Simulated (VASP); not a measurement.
# Sb (R-3m) in VASP: further runs

Runs on Sb. Level: PBE+D3(BJ). Tasks: single point.

Program: VASP 6.6.1. These are calculated values, not measurements. Logs are shortened: lines on timing, memory, paths and dates and some standing lists are left out, and cuts for length are marked.

**1. The structure**

Symmetry: R-3m, No. 166, trigonal system. The conventional cell has a = 4.308 Å, b = 4.308 Å, c = 11.274 Å, α = 90.00°, β = 90.00°, γ = 120.00°. Around Sb (site symmetry 3m) lie 3 Sb at 2.91 Å.

**2. Single point, PBE+D3(BJ)**

File INCAR:

```
ALGO = Fast
EDIFF = 1E-7
ENCUT = 250
GGA = PE
ISIF = 2
ISMEAR = 0
IVDW = 12
LASPH = T
LCHARG = F
LREAL = F
LWAVE = F
NELM = 60
PREC = Accurate
SIGMA = 0.02
```

File KPOINTS:

```
k-points
0
Gamma
  6 6 6
```

File POSCAR:

```
Sb
1.0
    2.1542000000      1.2437279500      3.7580000000
   -2.1542000000      1.2437279500      3.7580000000
    0.0000000000     -2.4874559000      3.7580000000
Sb
2
Direct
    0.2334900000      0.2334900000      0.2334900000
    0.7665100000      0.7665100000      0.7665100000
```

Potentials or basis: VASP PAW PBE potentials, release 64 (Sb).

Launch:

```bash
$ cat potpaw_PBE.64/Sb/POTCAR > POTCAR
$ mpirun -np 1 vasp_std > vasp.out
```

OUTCAR:

```text
EDIFF = 1E-7
   ENCUT = 250
   GGA = PE
   ISIF = 2
   ISMEAR = 0
   IVDW = 12
   LASPH = T
   LREAL = F
   NELM = 60
   PREC = Accurate
 IVDW          = 12

 ion  position               nearest neighbor table
   1  0.233  0.233  0.233-   2 2.91   2 2.91   2 2.91   2 3.35   2 3.35   2 3.35
   2  0.767  0.767  0.767-   1 2.91   1 2.91   1 2.91   1 3.35   1 3.35   1 3.35

  LATTYP: Found a trigonal (rhomboedric) cell.
 ALAT       =     4.5066618304
 COS(alpha) =     0.5430253623

  Lattice vectors:

 A1 = (   2.1542000000,   1.2437279500,   3.7580000000)
 A2 = (  -2.1542000000,   1.2437279500,   3.7580000000)
 A3 = (   0.0000000000,  -2.4874559000,   3.7580000000)

Analysis of symmetry for initial positions (statically):
=====================================================================
 Subroutine PRICEL returns:
 Original cell was already a primitive cell.

 Routine SETGRP: Setting up the symmetry group for a
 trigonal (rhombohedral) supercell.

 Subroutine GETGRP returns: Found 12 space group operations
 (whereof 12 operations were pure point group operations)
 out of a pool of 12 trial point group operations.

The static configuration has the point symmetry D_3d.

Analysis of symmetry for dynamics (positions and initial velocities):
=====================================================================
 Subroutine PRICEL returns:
 Original cell was already a primitive cell.

 Routine SETGRP: Setting up the symmetry group for a
 trigonal (rhombohedral) supercell.

 Subroutine GETGRP returns: Found 12 space group operations
 (whereof 12 operations were pure point group operations)
 out of a pool of 12 trial point group operations.

The dynamic configuration has the point symmetry D_3d.

 Subroutine INISYM returns: Found 12 space group operations
 (whereof 12 operations are pure point group operations),
 and found     1 'primitive' translations

----------------------------------------------------------------------------------------

                                     Primitive cell

  volume of cell :      60.4115

  direct lattice vectors                    reciprocal lattice vectors
     2.154200000  1.243727950  3.758000000     0.232104726  0.134005726  0.088699663
    -2.154200000  1.243727950  3.758000000    -0.232104726  0.134005726  0.088699663
     0.000000000 -2.487455900  3.758000000     0.000000000 -0.268011452  0.088699663

  length of vectors
     4.506661830  4.506661830  4.506661830     0.282307932  0.282307932  0.282307932

  position of ions in fractional coordinates (direct lattice)
     0.233490000  0.233490000  0.233490000
     0.766510000  0.766510000  0.766510000

  ion indices of the primitive-cell ions
   primitive index   ion index
                 1           1
                 2           2

----------------------------------------------------------------------------------------

 KPOINTS: k-points

Automatic generation of k-mesh.
 Grid dimensions read from file:
 generate k-points for:    6    6    6

 Generating k-lattice:

  Cartesian coordinates                     Fractional coordinates (reciprocal lattice)
     0.038684121  0.022334288  0.014783277     0.166666667 -0.000000000  0.000000000
    -0.038684121  0.022334288  0.014783277    -0.000000000  0.166666667  0.000000000
     0.000000000 -0.044668575  0.014783277     0.000000000  0.000000000  0.166666667

  Length of vectors
     0.047051322  0.047051322  0.047051322

  Shift w.r.t. Gamma in fractional coordinates (k-lattice)
     0.000000000  0.000000000  0.000000000

 Subroutine IBZKPT returns following result:
 ===========================================

 Found     32 irreducible k-points:

 Following reciprocal coordinates:
            Coordinates               Weight
  0.000000  0.000000  0.000000      1.000000
  0.166667  0.000000  0.000000      6.000000
  0.333333  0.000000 -0.000000      6.000000
  0.500000  0.000000  0.000000      3.000000
  0.166667  0.166667  0.000000      6.000000
  0.333333  0.166667  0.000000     12.000000
[... 16 lines left out ...]
  0.500000  0.500000  0.166667      6.000000
 -0.333333  0.500000  0.166667     12.000000
 [... further k-points ...]
   k-points           NKPTS =     32   k-points in BZ     NKDIM =     32   number of bands    NBANDS=      9
   number of dos      NEDOS =    301   number of ions     NIONS =      2
   total plane-waves  NPLWV =  13824
   dimension x,y,z NGX =    24 NGY =   24 NGZ =   24
   dimension x,y,z NGXF=    48 NGYF=   48 NGZF=   48
   ions per type =               2
   NGX,Y,Z   is equivalent  to a cutoff of   8.85,  8.85,  8.85 a.u.
   NGXF,Y,Z  is equivalent  to a cutoff of  17.71, 17.71, 17.71 a.u.
 SYSTEM =  unknown system
   PREC   = accura    normal or accurate (medium, high low for compatibility)
   ISTART =      0    job   : 0-new  1-cont  2-samecut
   ICHARG =      2    charge: 1-file 2-atom 10-const
   ISPIN  =      1    spin polarized calculation?
   LNONCOLLINEAR =      F non collinear calculations
   LSORBIT =      F    spin-orbit coupling
   LASPH  =      T    aspherical Exc in radial PAW
   ENCUT  =  250.0 eV  18.37 Ry    4.29 a.u.   5.81  5.81  5.81*2*pi/ulx,y,z
   NELM   =     60;   NELMIN=  2; NELMDL= -5     # of ELM steps
   EDIFF  = 0.1E-06   stopping-criterion for ELM
   LREAL  =      F    real-space projection
   EDIFFG = 0.1E-05   stopping-criterion for IOM
   NSW    =      0    number of steps for IOM
   IBRION =     -1    ionic relax: 0-MD 1-quasi-New 2-CG
   NFREE  =      0    steps in history (QN), initial steepest desc. (CG)
   ISIF   =      2    stress and relaxation
   ISYM   =      2    0-nonsym 1-usesym 2-fastsym
   POTIM  = 0.5000    time-step for ionic-motion
   TEBEG  =    0.0;   TEEND  =   0.0 temperature during run
   PSTRESS=    0.0 pullay stress
   NELECT =      10.0000    total number of electrons
   NUPDOWN=      -1.0000    fix difference up-down
   EMIN   =  10.00;   EMAX   =-10.00  energy-range for DOS
   EFERMI =   0.00;   METHOD = LEGACY
   ISMEAR =     0;   SIGMA  =   0.02  broadening in eV -4-tet -1-fermi 0-gaus
   EFERMI_NEDOS =   21; number of points for ismear=-14 and -15
   IALGO  =     68    algorithm
   IMIX   =      4    mixing-type and parameters
     AMIX     =   0.40;   BMIX     =  1.00
     AMIX_MAG =   1.60;   BMIX_MAG =  1.00
  volume/ion in A,a.u.               =      30.21       203.84
  Fermi-wavevector in a.u.,A,eV,Ry     =   0.898880  1.698637 10.993305  0.807985
  Thomas-Fermi vector in A             =   2.021644
   LORBIT       =      0    0 simple, 1 ext, 2 COOP (PROOUT), +10 PAW based schemes
   GGA     = PE    functional components
   LHFCALC =     F    Hartree Fock is set to
   AEXX    =    0.0000 exact exchange contribution
   IVDW    =    12    specifies the selected vdW correction
   LEPSILON=     F    determine dielectric tensor
   LRPA    =     F    only Hartree local field effects (RPA)
 non-spin polarized calculation
 RMM-DIIS sequential band-by-band and
 Gauss-broadening in eV      SIGMA  =   0.02
  energy-cutoff  :      250.00
  volume of cell :       60.41
 maximum number of plane-waves:       568
   NGX = 11   NGY = 11   NGZ = 11

 number of electron      10.0000001 magnetization

 Free energy of the ion-electron system (eV)
  ---------------------------------------------------
  ext. energy  EPLUGINS =         0.00000000
  ---------------------------------------------------
  free energy    TOTEN  =        -8.26663446 eV

  energy without entropy =       -8.26632102  energy(sigma->0) =       -8.26647774

 E-fermi :   7.3513     XC(G=0):  -9.5310

 val. band max:        7.0822120299   @ k =   0.5000   0.0000   0.0000
 cond. band min:       7.3513007728   @ k =   0.3333   0.1667   0.1667
 fundamental gap:      0.2690887429
 Fermi energy:         7.3513007658

 k-point     1 :       0.0000    0.0000    0.0000
  band No.  band energies     occupation
      1      -5.4359      2.00000
      2       2.4911      2.00000
      3       5.2198      2.00000
      4       5.4872      2.00000
      5       5.4872      2.00000
      6       9.3562      0.00000
      7       9.9846      0.00000
      8       9.9846      0.00000
      9      12.3723      0.00000

 k-point     2 :       0.1667    0.0000    0.0000
  band No.  band energies     occupation
      1      -5.1298      2.00000
      2       1.3083      2.00000
      3       5.2617      2.00000
      4       5.4216      2.00000
      5       5.9205      2.00000
      6       9.0743      0.00000
      7       9.2816      0.00000
      8       9.3218      0.00000
      9      11.8201      0.00000

 k-point     3 :       0.3333    0.0000   -0.0000
  band No.  band energies     occupation
      1      -4.2304      2.00000
      2      -0.7440      2.00000
      3       5.3368      2.00000
      4       5.3476      2.00000
      5       6.4603      2.00000
      6       7.9756      0.00000
      7       8.0633      0.00000
      8       8.2474      0.00000
      9      12.9342      0.00000

 k-point     4 :       0.5000    0.0000    0.0000
  band No.  band energies     occupation
      1      -3.0764      2.00000
      2      -2.3467      2.00000
      3       5.3421      2.00000
      4       5.4605      2.00000
      5       6.9986      2.00000
      6       7.0822      2.00000
      7       7.4780      0.00000
      8       7.7880      0.00000
      9      14.8560      0.00000
[... 205 lines left out ...]
 k-point    22 :      -0.1667    0.3333    0.1667
  band No.  band energies     occupation
      1      -3.5102      2.00000
      2      -1.0595      2.00000
      3       3.0471      2.00000
      4       3.8703      2.00000
      5       5.5651      2.00000
      6       8.5146      0.00000
      7      10.5020      0.00000
      8      10.6355      0.00000
      9      12.3370      0.00000

 k-point    23 :       0.5000    0.5000    0.1667
  band No.  band energies     occupation
      1      -3.3677      2.00000
      2      -0.8323      2.00000
      3       2.1525      2.00000
      4       3.9589      2.00000
      5       4.3477      2.00000
      6       9.4926      0.00000
      7      11.0643      0.00000
      8      12.0476      0.00000
      9      13.0045      0.00000

 k-point    24 :      -0.3333    0.5000    0.1667
  band No.  band energies     occupation
      1      -2.7774      2.00000
      2      -1.4045      2.00000
      3       1.9747      2.00000
      4       2.8656      2.00000
      5       5.4468      2.00000
      6       9.2232      0.00000
      7      10.5687      0.00000
      8      12.9470      0.00000
      9      13.2315      0.00000

 [... further k-points ...]

------------------------ aborting loop because EDIFF is reached ----------------------------------------

 Edisp (eV)   -0.94507

 E8    (eV) :    -0.4410

  FORCE on cell =-STRESS in cart. coord.  units (eV):
  Direction    XX          YY          ZZ          XY          YZ          ZX
  --------------------------------------------------------------------------------------
  -------------------------------------------------------------------------------------
  Total       0.14235     0.14235    -0.00634    -0.00000     0.00000     0.00000
  in kB       3.77530     3.77530    -0.16805    -0.00000     0.00000     0.00000
  external pressure =        2.46 kB  Pullay stress =        0.00 kB

 VOLUME and BASIS-vectors are now :
 -----------------------------------------------------------------------------
  energy-cutoff  :      250.00
  volume of cell :       60.41
      direct lattice vectors                 reciprocal lattice vectors
     2.154200000  1.243727950  3.758000000     0.232104726  0.134005726  0.088699663
    -2.154200000  1.243727950  3.758000000    -0.232104726  0.134005726  0.088699663
     0.000000000 -2.487455900  3.758000000     0.000000000 -0.268011452  0.088699663

 POSITION                                       TOTAL-FORCE (eV/Angst)
 -----------------------------------------------------------------------------------
      0.00000      0.00000      2.63237         0.000000     -0.000000      0.105508
      0.00000      0.00000      8.64163         0.000000      0.000000     -0.105508
 -----------------------------------------------------------------------------------
    total drift:                                0.000000     -0.000000      0.000000

  FREE ENERGIE OF THE ION-ELECTRON SYSTEM (eV)
  ---------------------------------------------------
  free  energy   TOTEN  =        -9.2117083173 eV

  energy  without entropy=       -9.2113948778  energy(sigma->0) =       -9.21155160
```

Run time: 4.6 s. Hardware: 1 thread of AMD EPYC 9R45 (Zen 5), shared host; peak memory 0.11 GiB.

What came out:

```yaml
Free_energy: -9.2117 eV
Pressure: 0.2 GPa
Largest_force: 0.106 eV/Å
Band_gap_on_the_k_mesh: none (metal or under the smearing width)
Dispersion_energy_per_atom: -0.473 eV
```

Forces in eV/Å, atoms in the order of the input:
```
Sb   0.000  0.000  0.106
Sb   0.000  0.000 -0.106
```

Stress tensor (GPa, compression positive):
```
 0.38  0.00  0.00
 0.00  0.38  0.00
 0.00  0.00 -0.02
```

Levels at points of the mesh, in eV from the Fermi level:
| k point | band 3 | band 4 | band 5 | band 6 | band 7 | band 8 |
| --- | --- | --- | --- | --- | --- | --- |
| (0.00, 0.00, 0.00) | -2.13 | -1.86 | -1.86 | 2.00 | 2.63 | 2.63 |
| (0.50, 0.00, 0.00) | -2.01 | -1.89 | -0.35 | -0.27 | 0.13 | 0.44 |
| (0.50, 0.50, 0.00) | -5.50 | -3.82 | -3.73 | 1.46 | 4.88 | 5.46 |
| (0.50, 0.50, 0.50) | -1.38 | -1.38 | -0.54 | 0.07 | 0.07 | 1.06 |

Caveat: pairwise dispersion overbinds metals, which lowers pressure and volume. The run has no spin-orbit coupling, so splittings on Sb are missing.

**3. Single point, PBE+D3(BJ)**

Edit INCAR of step 2 so:

```diff
@@ -2,3 +2,3 @@
 EDIFF = 1E-7
-ENCUT = 250
+ENCUT = 300
 GGA = PE
```

KPOINTS is that of step 2.

POSCAR is that of step 2.

Potentials or basis: VASP PAW PBE potentials, release 64 (Sb).

Launch:

```bash
$ cat potpaw_PBE.64/Sb/POTCAR > POTCAR
$ mpirun -np 1 vasp_std > vasp.out
```

Run time: 6.7 s. Hardware: 1 thread of AMD EPYC 9R45 (Zen 5), shared host; peak memory 0.12 GiB.

The run converged. Its results:

| Item | Value |
| --- | --- |
| Free energy | -9.2122 eV |
| Pressure | 0.3 GPa |
| Largest force | 0.105 eV/Å |
| Band gap on the k mesh | none (metal or under the smearing width) |
| Dispersion energy per atom | -0.473 eV |

Forces in eV/Å, atoms in the order of the input:
```
Sb   0.000  0.000  0.105
Sb   0.000  0.000 -0.105
```

Stress tensor (GPa, compression positive):
```
0.38 0.00 0.00
0.00 0.38 0.00
0.00 0.00 0.00
```

Levels at points of the mesh, in eV from the Fermi level:
| k point | band 2 | band 3 | band 4 | band 5 | band 6 | band 7 | band 8 | band 9 |
| --- | --- | --- | --- | --- | --- | --- | --- | --- |
| (0.00, 0.00, 0.00) | -4.86 | -2.13 | -1.86 | -1.86 | 2.00 | 2.63 | 2.63 | 5.02 |
| (0.50, 0.00, 0.00) | -9.70 | -2.01 | -1.89 | -0.35 | -0.27 | 0.13 | 0.44 | 7.50 |
| (0.50, 0.50, 0.00) | -8.06 | -5.50 | -3.82 | -3.73 | 1.46 | 4.88 | 5.46 | 6.88 |
| (0.50, 0.50, 0.50) | -9.04 | -1.38 | -1.38 | -0.54 | 0.07 | 0.07 | 1.06 | 6.93 |

Caveat: pairwise dispersion overbinds metals, which lowers pressure and volume. The run has no spin-orbit coupling, so splittings on Sb are missing.
